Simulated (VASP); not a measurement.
# Zr: single point with PBE

Zr:

```
Zr
1.0
     1.59442    0.92054    5.25553
    -1.59442    0.92054    5.25553
     0.00000   -1.84108    5.25553
Zr
2
Direct
  0.25000 0.25000 0.25000
  0.75000 0.75000 0.75000
```

The cell was built by a generator and needn't be a form met in nature.

```json
{"Program": "VASP 6.6.1", "Task": "single point", "Functional": "PBE", "Potentials or basis": "VASP PAW PBE potentials, release 64 (Zr_sv)", "Cutoff": "520 eV", "k mesh": "6 × 6 × 6", "Occupations": "gaussian, width 0.1 eV", "Spin": "no spin polarisation"}
```

| Property | Result |
| --- | --- |
| Pressure | 0.0 GPa |
| Band gap on the k mesh | none (metal or under the smearing width) |

Stress tensor (GPa, compression positive):
```
-0.10  0.00  0.00
 0.00 -0.10  0.00
 0.00  0.00  0.21
```

Levels at points of the mesh, in eV from the Fermi level:
| k point | band 8 | band 9 | band 10 | band 11 | band 12 | band 13 | band 14 | band 15 | band 16 | band 17 |
| --- | --- | --- | --- | --- | --- | --- | --- | --- | --- | --- |
| (0.00, 0.00, 0.00) | -26.16 | -5.52 | -2.92 | 0.87 | 0.87 | 0.94 | 1.06 | 1.06 | 1.10 | 3.45 |
| (0.50, 0.00, 0.00) | -26.40 | -2.04 | -2.04 | -1.08 | -1.08 | 0.51 | 0.51 | 2.53 | 2.53 | 5.44 |
| (0.50, 0.50, 0.00) | -26.29 | -2.95 | -2.91 | -2.16 | 0.77 | 0.90 | 1.20 | 3.06 | 5.20 | 5.25 |
| (0.50, 0.50, 0.50) | -26.22 | -3.88 | -3.88 | 0.01 | 0.01 | 1.35 | 1.35 | 1.35 | 1.35 | 3.51 |

Run time: 32 s on 1 thread of Intel(R) Xeon(R) Platinum 8488C (Sapphire Rapids), on a shared host, peak memory 0.25 GiB.

Caveat: the k mesh is coarse (spacing up to 0.38 Å⁻¹), so the values aren't converged.
